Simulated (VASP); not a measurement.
# Hf: molecular dynamics with a thermostat, by thermostat

Hf, P6_3/mmc (no. 194), 16 atoms in the cell. PBE, molecular dynamics; PAW potentials Hf (PBE set).

| Thermostat | Mean temperature (K) | Rise of the mean potential energy above the start (meV/atom) | Electronic steps per ionic step after the first | Time (s) |
|---|---|---|---|---|
| none (NVE) | 152 | 17.9 | 4.0 | 454 |
| Nose, MDALGO 0, SMASS 0 | 292 | 35.4 | 4.0 | 508 |
| Nose-Hoover, SMASS 0.1 | 300 | 41.2 | 4.0 | 485 |
| Nose-Hoover, SMASS 5 | 392 | 51.8 | 4.0 | 469 |
| Andersen, probability 0.2 | 268 | 42.2 | 5.8 | 679 |
| Andersen, probability 0.01 | 165 | 20.4 | 4.2 | 504 |
| Langevin, friction 50/ps | 272 | 35.1 | 6.0 | 597 |
| Langevin, friction 10/ps | 260 | 31.6 | 5.0 | 472 |
| Nose-Hoover chain of 1, period 40 steps | 435 | 57.5 | 4.0 | 407 |
| Nose-Hoover chain of 3, period 40 steps | 300 | 36.2 | 4.0 | 484 |
| CSVR, period 20 steps | 288 | 37.4 | 4.0 | 478 |

Limits: 780 fs of 16 atoms are too short for converged averages.

## Input of the first row

INCAR:
```
SYSTEM = Hf
GGA = PE ; PREC = Normal
ENCUT = 220 ; EDIFF = 1E-5
NELMIN = 4 ; NELM = 60
ALGO = Fast ; LREAL = Auto
LASPH = .True. ; ISMEAR = -1
SIGMA = 0.05 ; ISYM = 0
LWAVE = .False. ; LCHARG = .False.
IBRION = 0 ; NSW = 195
POTIM = 4.0 ; TEBEG = 300
TEEND = 300 ; ISIF = 2
RANDOM_SEED = 470926 0 0 ; MDALGO = 1
ANDERSEN_PROB = 0.0 ; KPAR = 4
```

KPOINTS:
```
k-points
0
Monkhorst-Pack
  2 2 2
```

POSCAR:
```
Hf
1.0
    6.3934000000      0.0000000000      0.0000000000
    0.0000000000      5.5368468166      0.0000000000
    0.0000000000      0.0000000000     10.1156000000
Hf
16
Direct
    0.2500000000      0.1666666666      0.3750000000
    0.2500000000      0.1666666666      0.8750000000
    0.7500000000      0.1666666666      0.3750000000
    0.7500000000      0.1666666666      0.8750000000
    0.0000000001      0.6666666666      0.3750000000
    0.0000000001      0.6666666666      0.8750000000
    0.5000000000      0.6666666666      0.3750000000
    0.5000000000      0.6666666666      0.8750000000
    0.0000000000      0.3333333334      0.1250000000
    0.0000000000      0.3333333334      0.6250000000
    0.5000000000      0.3333333334      0.1250000000
    0.5000000000      0.3333333334      0.6250000000
    0.2500000000      0.8333333333      0.1250000000
    0.2500000000      0.8333333333      0.6250000000
    0.7500000000      0.8333333333      0.1250000000
    0.7500000000      0.8333333333      0.6250000000
```

Commands:
```
cat potpaw_PBE.64/Hf/POTCAR > POTCAR
mpirun -np 4 vasp_std > vasp.out
```

Changes of the last row against the first:
```
- MDALGO = 1
- ANDERSEN_PROB = 0.0
+ MDALGO = 5
+ CSVR_PERIOD = 20
```

VASP 6.6.1 took 454 s on 4 cores (AMD EPYC 9R45 (Zen 5)), a shared host.
